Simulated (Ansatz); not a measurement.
**Ru: an axial (c/a) deformation path**

An exercise on one series of results from a longer session: the logs are not shown, and one member is left open.

Method: DFT PBEsol, scalar-relativistic, plane waves, PAW, in Ansatz 0.2.0.

2 further runs of the same task are left out: 2 set aside as unsound or not needed.

### The structure to begin with

It takes space group P6_3/mmc (No. 194, hexagonal). Conventional cell: a = 2.690 Å, b = 2.690 Å, c = 4.252 Å, α = 90.00°, β = 90.00°, γ = 120.00°. Ru (site symmetry -6m2) is surrounded by 12 Ru at 2.63 to 2.69 Å.

Structure file:

```cif
data_structure
_symmetry_space_group_name_H-M 'P6_3/mmc'
_symmetry_Int_Tables_number 194
_cell_length_a 2.6895
_cell_length_b 2.6895
_cell_length_c 4.2519
_cell_angle_alpha 90.000
_cell_angle_beta 90.000
_cell_angle_gamma 120.000
_cell_volume 26.64
loop_
_atom_site_label
_atom_site_type_symbol
_atom_site_symmetry_multiplicity
_atom_site_Wyckoff_symbol
_atom_site_fract_x
_atom_site_fract_y
_atom_site_fract_z
_atom_site_occupancy
Ru1 Ru 2 c 0.33333 0.66667 0.25000 1
```

It is the result of an earlier relaxation at this level (volume 13.32 Å³/atom; gap on the mesh: none (metal)).

Set-up of the first run:

Input file input.yaml:

```yaml
crystal:
  lattice:
    - [2.6895239993, 0.0, 0.0]
    - [-1.3447619996, 2.3291961074, 0.0]
    - [0.0, 0.0, 4.2519209527]
  atoms:
    - { symbol: Ru, position: [0.3333333333, 0.6666666667, 0.25] }
    - { symbol: Ru, position: [0.6666666667, 0.3333333333, 0.75] }
basis:
  ecutwfc: 420
kpoints:
  mp_grid: { grid: [30, 30, 16] }
hamiltonian:
  xc: pbesol
scf:
  occupations: { method: gaussian, width: 0.15 }
output:
  forces: true
  stress: true
  eigenvalues: true
```

On the command line:

```bash
$ ansatz run input.yaml --threads 1 --pin off --max-ram 2560MiB --backend cpu --events-out ev --progress --plain --runs-dir out
```

Steps of the session up to this table: The undisturbed cell; At ρ = 0.850; Point ρ = 1.200; Point ρ = 0.920; Point ρ = 1.100; At ρ = 0.960; At ρ = 1.050; ρ = 0.800; ρ = 1.300.

One table of the session follows, with a row left open; its other results are not shown here.

It belongs to the step «The scan collected». 

```
    ρ  ΔE (meV/atom)  pressure (GPa)
0.800          541.0            18.6
0.850          313.3            11.4
0.920           88.3             3.8
0.960           20.7             1.3
1.000            0.0             0.1
1.050           35.5             0.4
1.100          130.4             2.7
1.200              ?               ?
1.300          850.9            25.9
```

Estimate the missing values for ρ = 1.200.

Worked estimate for «ΔE (meV/atom)». A straight line through the neighbours (1.100, 130.4) and (1.300, 850.9) gives 130.4 + (850.9 − 130.4) × (1.200 − 1.100) / (1.300 − 1.100) = 490.6; a parabola fitted to 3 rows on both sides gives 422.5.

**Answer.** ΔE (meV/atom): 450.8; pressure (GPa): 12.1. In «ΔE (meV/atom)» the line misses by +39.8 and the parabola by -28.3.
